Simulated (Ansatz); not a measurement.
Input, command and steps of an Ansatz relaxation.

```yaml
crystal:
  lattice:
    - [-5.1949040414, 5.1949040414, 5.1949040414]
    - [5.1949040414, -5.1949040414, 5.1949040414]
    - [5.1949040414, 5.1949040414, -5.1949040414]
  atoms:
    - { symbol: O, position: [0.5, 0.75, 0.25], spin: 0.143 }
    - { symbol: Sr, position: [0.5, -0.0043944128, 0.0043944128] }
    - { symbol: Sr, position: [0.5, 0.25, 0.75] }
    - { symbol: Sr, position: [0.7456055872, 0.5043944128, 0.25] }
    - { symbol: Sr, position: [0.5, 0.5043944128, 0.4956055872] }
    - { symbol: Sr, position: [0.7456055872, 0.75, 0.0043944128] }
    - { symbol: Sr, position: [0.7456055872, -0.0043944128, 0.7412111745] }
    - { symbol: Sr, position: [0.0, 0.25, 0.25] }
    - { symbol: Sr, position: [0.7456055872, 0.2412111745, 0.4956055872] }
    - { symbol: Sr, position: [0.0087888255, 0.5043944128, 0.0043944128] }
    - { symbol: Sr, position: [0.0, 0.75, 0.75] }
    - { symbol: Sr, position: [0.2543944128, -0.0043944128, 0.25] }
    - { symbol: Sr, position: [-0.0087888255, -0.0043944128, 0.4956055872] }
    - { symbol: Sr, position: [0.2543944128, 0.2587888255, 0.0043944128] }
    - { symbol: Sr, position: [0.2543944128, 0.5043944128, 0.7587888255] }
    - { symbol: Sr, position: [0.2543944128, 0.75, 0.4956055872] }
    - { symbol: O, position: [0.5, 0.4786940542, -0.0213059458], spin: 0.143 }
    - { symbol: O, position: [0.5, 0.75, 0.75] }
    - { symbol: O, position: [0.5, 0.0213059458, 0.5213059458], spin: 0.143 }
    - { symbol: O, position: [0.75, 0.25, 0.0] }
    - { symbol: O, position: [0.5, 0.25, 0.25] }
    - { symbol: O, position: [0.75, 0.5, 0.75] }
    - { symbol: O, position: [0.7713059458, 0.75, 0.5213059458], spin: 0.143 }
    - { symbol: O, position: [0.0, 0.0, 0.0] }
    - { symbol: O, position: [0.7713059458, 0.0213059458, 0.25], spin: 0.143 }
    - { symbol: O, position: [0.0, 0.25, 0.75] }
    - { symbol: O, position: [0.0, 0.5, 0.5] }
    - { symbol: O, position: [0.2286940542, 0.75, -0.0213059458], spin: 0.143 }
    - { symbol: O, position: [0.0, 0.75, 0.25] }
    - { symbol: O, position: [0.25, 0.0, 0.75] }
    - { symbol: O, position: [0.25, 0.25, 0.5] }
    - { symbol: O, position: [0.2286940542, 0.4786940542, 0.25], spin: 0.143 }
  host:
    lattice:
      - [0.0, 2.5974520207, 2.5974520207]
      - [2.5974520207, 0.0, 2.5974520207]
      - [2.5974520207, 2.5974520207, 0.0]
    atoms:
      - { symbol: Sr, position: [0.5, 0.5, 0.5] }
      - { symbol: O, position: [0.0, 0.0, 0.0] }
total_charge: 1
basis:
  ecutwfc: 420
  xc_grid: 2
kpoints:
  mp_grid: { grid: [2, 2, 2], shift: [0.5, 0.5, 0.5] }
hamiltonian:
  xc: pbe
scf:
  occupations: { method: gaussian, width: 0.01 }
output:
  forces: true
  stress: false
  eigenvalues: true
  populations: true
  charged_corrections:
    defect_position: [0.5, 0.75, 0.25]
    epsilon: [[20.9683, 0.0, 0.0], [0.0, 20.9683, 0.0], [0.0, 0.0, 20.9683]]
  write_density: true
  write_potential: true
  elf: true
  volumetric_format: npy
magnetization:
  spin_polarized: true
relax:
  adjacent_minimum: "off"
  f_tol: 0.025
  max_steps: 45
```

```bash
ansatz run input.yaml --threads 4 --pin off --max-ram 6144MiB --backend cpu --events-out ev --progress --plain --runs-dir out
```

All numbers below come from Ansatz 0.2.0, DFT PBE, scalar-relativistic, plane waves, PAW.

The cell holds a point defect: O on a Sr site (b), charge +1.

Of 4 frames 3 are shown, positions in Å and forces in eV/Å; the SCF threshold varies from step to step.

```xyz
32
Lattice="-5.1949 5.1949 5.1949 5.1949 -5.1949 5.1949 5.1949 5.1949 -5.1949" Properties=species:S:1:pos:R:3:forces:R:3 pbc="T T T" step=1 free_energy_over_end_meV_per_atom=0.76
O     2.5975    0.0000    5.1949    0.0000    0.0000    0.0000
Sr   -2.5975    2.6431    2.5518    0.0000   -0.0752    0.0752
Sr    2.5975    5.1949    0.0000    0.0000    0.0000    0.0000
Sr    0.0457    2.5518    5.1949   -0.0752    0.0752    0.0000
Sr    2.5975    2.5518    2.6431    0.0000    0.0752   -0.0752
Sr    0.0457    0.0000    7.7467   -0.0752    0.0000    0.0752
Sr   -0.0457    7.7467    0.0000    0.0752    0.0752    0.0000
Sr    2.5975    0.0000    0.0000    0.0000    0.0000    0.0000
Sr   -0.0457    5.1949    2.5518    0.0752    0.0000    0.0752
Sr    2.5975   -2.5518    2.6431    0.0000   -0.0752   -0.0752
Sr    7.7924    0.0000    0.0000    0.0000    0.0000    0.0000
Sr   -0.0457    2.6431    0.0000    0.0752   -0.0752    0.0000
Sr    2.5975    2.5518   -2.6431    0.0000    0.0752    0.0752
Sr    0.0457    0.0000    2.6431   -0.0752    0.0000   -0.0752
Sr    5.2406    2.6431    0.0000   -0.0752   -0.0752    0.0000
Sr    5.1492    0.0000    2.6431    0.0752    0.0000   -0.0752
O    -0.2214    0.0000    5.1949    0.1819    0.0000    0.0000
O     5.1949    2.5975    2.5975    0.0000    0.0000    0.0000
O     0.2214    5.1949    0.0000   -0.1819    0.0000    0.0000
O    -2.5975    2.5975    5.1949    0.0000    0.0000    0.0000
O     0.0000    2.5975    2.5975    0.0000    0.0000    0.0000
O     2.5975    5.1949    2.5975    0.0000    0.0000    0.0000
O     2.5975    2.8188    5.1949    0.0000   -0.1819    0.0000
O     0.0000    0.0000    0.0000    0.0000    0.0000    0.0000
O    -2.5975    5.1949    2.8188    0.0000    0.0000   -0.1819
O     5.1949    2.5975   -2.5975    0.0000    0.0000    0.0000
O     5.1949    0.0000    0.0000    0.0000    0.0000    0.0000
O     2.5975   -2.8188    5.1949    0.0000    0.1819    0.0000
O     5.1949   -2.5975    2.5975    0.0000    0.0000    0.0000
O     2.5975    5.1949   -2.5975    0.0000    0.0000    0.0000
O     2.5975    2.5975    0.0000    0.0000    0.0000    0.0000
O     2.5975    0.0000    2.3761    0.0000    0.0000    0.1819
32
Lattice="-5.1949 5.1949 5.1949 5.1949 -5.1949 5.1949 5.1949 5.1949 -5.1949" Properties=species:S:1:pos:R:3:forces:R:3 pbc="T T T" step=2 free_energy_over_end_meV_per_atom=0.42
O     2.5975    0.0000    5.1949    0.0000    0.0000    0.0000
Sr   -2.5975    2.6176    2.5773    0.0000    0.0647   -0.0647
Sr    2.5975    5.1949    0.0000    0.0000    0.0000    0.0000
Sr    0.0202    2.5773    5.1949    0.0647   -0.0647    0.0000
Sr    2.5975    2.5773    2.6176    0.0000   -0.0647    0.0647
Sr    0.0202    0.0000    7.7722    0.0647    0.0000   -0.0647
Sr   -0.0202    7.7722    0.0000   -0.0647   -0.0647    0.0000
Sr    2.5975    0.0000    0.0000    0.0000    0.0000    0.0000
Sr   -0.0202    5.1949    2.5773   -0.0647    0.0000   -0.0647
Sr    2.5975   -2.5773    2.6176    0.0000    0.0647    0.0647
Sr    7.7924    0.0000    0.0000    0.0000    0.0000    0.0000
Sr   -0.0202    2.6176    0.0000   -0.0647    0.0647    0.0000
Sr    2.5975    2.5773   -2.6176    0.0000   -0.0647   -0.0647
Sr    0.0202    0.0000    2.6176    0.0647    0.0000    0.0647
Sr    5.2151    2.6176    0.0000    0.0647    0.0647    0.0000
Sr    5.1747    0.0000    2.6176   -0.0647    0.0000    0.0647
O    -0.1860    0.0000    5.1949   -0.1035    0.0000    0.0000
O     5.1949    2.5975    2.5975    0.0000    0.0000    0.0000
O     0.1860    5.1949    0.0000    0.1035    0.0000    0.0000
O    -2.5975    2.5975    5.1949    0.0000    0.0000    0.0000
O     0.0000    2.5975    2.5975    0.0000    0.0000    0.0000
O     2.5975    5.1949    2.5975    0.0000    0.0000    0.0000
O     2.5975    2.7835    5.1949    0.0000    0.1035    0.0000
O     0.0000    0.0000    0.0000    0.0000    0.0000    0.0000
O    -2.5975    5.1949    2.7835    0.0000    0.0000    0.1035
O     5.1949    2.5975   -2.5975    0.0000    0.0000    0.0000
O     5.1949    0.0000    0.0000    0.0000    0.0000    0.0000
O     2.5975   -2.7835    5.1949    0.0000   -0.1035    0.0000
O     5.1949   -2.5975    2.5975    0.0000    0.0000    0.0000
O     2.5975    5.1949   -2.5975    0.0000    0.0000    0.0000
O     2.5975    2.5975    0.0000    0.0000    0.0000    0.0000
O     2.5975    0.0000    2.4114    0.0000    0.0000   -0.1035
32
Lattice="-5.1949 5.1949 5.1949 5.1949 -5.1949 5.1949 5.1949 5.1949 -5.1949" Properties=species:S:1:pos:R:3:forces:R:3 pbc="T T T" step=4 free_energy_over_end_meV_per_atom=0.00
O     2.5975    0.0000    5.1949    0.0000    0.0000    0.0000
Sr   -2.5975    2.6292    2.5657    0.0000    0.0023   -0.0023
Sr    2.5975    5.1949    0.0000    0.0000    0.0000    0.0000
Sr    0.0318    2.5657    5.1949    0.0023   -0.0023    0.0000
Sr    2.5975    2.5657    2.6292    0.0000   -0.0023    0.0023
Sr    0.0318    0.0000    7.7606    0.0023    0.0000   -0.0023
Sr   -0.0318    7.7606    0.0000   -0.0023   -0.0023    0.0000
Sr    2.5975    0.0000    0.0000    0.0000    0.0000    0.0000
Sr   -0.0318    5.1949    2.5657   -0.0023    0.0000   -0.0023
Sr    2.5975   -2.5657    2.6292    0.0000    0.0023    0.0023
Sr    7.7924    0.0000    0.0000    0.0000    0.0000    0.0000
Sr   -0.0318    2.6292    0.0000   -0.0023    0.0023    0.0000
Sr    2.5975    2.5657   -2.6292    0.0000   -0.0023   -0.0023
Sr    0.0318    0.0000    2.6292    0.0023    0.0000    0.0023
Sr    5.2267    2.6292    0.0000    0.0023    0.0023    0.0000
Sr    5.1631    0.0000    2.6292   -0.0023    0.0000    0.0023
O    -0.1998    0.0000    5.1949    0.0061    0.0000    0.0000
O     5.1949    2.5975    2.5975    0.0000    0.0000    0.0000
O     0.1998    5.1949    0.0000   -0.0061    0.0000    0.0000
O    -2.5975    2.5975    5.1949    0.0000    0.0000    0.0000
O     0.0000    2.5975    2.5975    0.0000    0.0000    0.0000
O     2.5975    5.1949    2.5975    0.0000    0.0000    0.0000
O     2.5975    2.7973    5.1949    0.0000   -0.0061    0.0000
O     0.0000    0.0000    0.0000    0.0000    0.0000    0.0000
O    -2.5975    5.1949    2.7973    0.0000    0.0000   -0.0061
O     5.1949    2.5975   -2.5975    0.0000    0.0000    0.0000
O     5.1949    0.0000    0.0000    0.0000    0.0000    0.0000
O     2.5975   -2.7973    5.1949    0.0000    0.0061    0.0000
O     5.1949   -2.5975    2.5975    0.0000    0.0000    0.0000
O     2.5975    5.1949   -2.5975    0.0000    0.0000    0.0000
O     2.5975    2.5975    0.0000    0.0000    0.0000    0.0000
O     2.5975    0.0000    2.3976    0.0000    0.0000    0.0061
```

It took 43 s on 4 threads of Intel(R) Xeon(R) Platinum 8488C (Sapphire Rapids), with other jobs on the host, peak memory 1.8 GiB.

The relaxation kept the symmetry at the defect while a level is partly filled, so a distortion that splits the level (Jahn–Teller) was held off and may lie lower. The cell is also small for a charged defect.